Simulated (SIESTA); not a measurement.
The system is CdS (Greenockite).

```xyz
4
Lattice="4.1500 0.0000 0.0000 -2.0750 3.5940 0.0000 0.0000 0.0000 6.7370" Properties=species:S:1:pos:R:3 pbc="T T T"
Cd    2.0750    1.1980    3.3685
Cd    0.0000    2.3960    0.0000
S     2.0750    1.1980    5.8949
S     0.0000    2.3960    2.5264
```

Base run:

| Property | Result |
| --- | --- |
| Program | SIESTA 5.4.2 |
| Functional | BLYP |
| Potentials or basis | PseudoDojo 0.4 standard (PBE files) |
| Basis | DZP (energy shift 0.003 Ry; two zetas on semicore shells) |
| Grid cutoff | 800 Ry |
| Energy shift | 0.003 Ry |
| k mesh | 7 × 7 × 4 |
| Occupations | fermi-dirac, width 0.05 eV |
| Spin | no spin polarisation |

Its results: band gap on the k mesh 1.38 eV, direct; pressure 5.6 GPa; largest force 0.075 eV/Å.

Task: The run is repeated on the same cell with these changes: functional from BLYP to AM05; potentials or basis from PseudoDojo 0.4 standard (PBE files) to PseudoDojo 0.4 standard (PBEsol files). What comes out?

Result: Band gap on the k mesh 1.37 eV, direct; pressure -0.2 GPa; largest force 0.072 eV/Å.

Caveats: the potentials were made for another functional, which shifts forces and pressure; the basis of atomic orbitals isn't converged, which shifts pressures, moduli and gaps.
